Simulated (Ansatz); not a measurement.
Input and command of a plane-wave DFT calculation in Ansatz:

```yaml
crystal:
  lattice:
    - [3.14118, 0.0, 0.0]
    - [0.0, 3.14118, 0.0]
    - [0.0, 0.0, 2.91681]
  atoms:
    - { symbol: Al, position: [0.0, 0.0, 0.0] }
    - { symbol: Ru, position: [0.5, 0.5, 0.5] }
basis:
  ecutwfc: 420
kpoints:
  mp_grid: { grid: [16, 16, 16] }
hamiltonian:
  xc: pbesol
scf:
  occupations: { method: gaussian, width: 0.15 }
output:
  forces: true
  stress: true
  eigenvalues: true
```

```bash
ansatz run input.yaml --threads 1 --pin off --max-ram 2560MiB --backend cpu --events-out ev --progress --plain --runs-dir out
```

Processor: Intel(R) Xeon(R) Processor @ 2.70GHz, 1 thread, on a host shared with other jobs.

Task: How long does it run, and how much memory does it take?

Result: About 6.9 s on 1 thread of Intel(R) Xeon(R) Processor @ 2.70GHz, on a shared host, peak memory 0.44 GiB. It solves 14 bands at 405 k points (the mesh reduced by the symmetry that the task leaves, which can be less than the crystal's) with about 569 plane waves, in 6 SCF iterations.
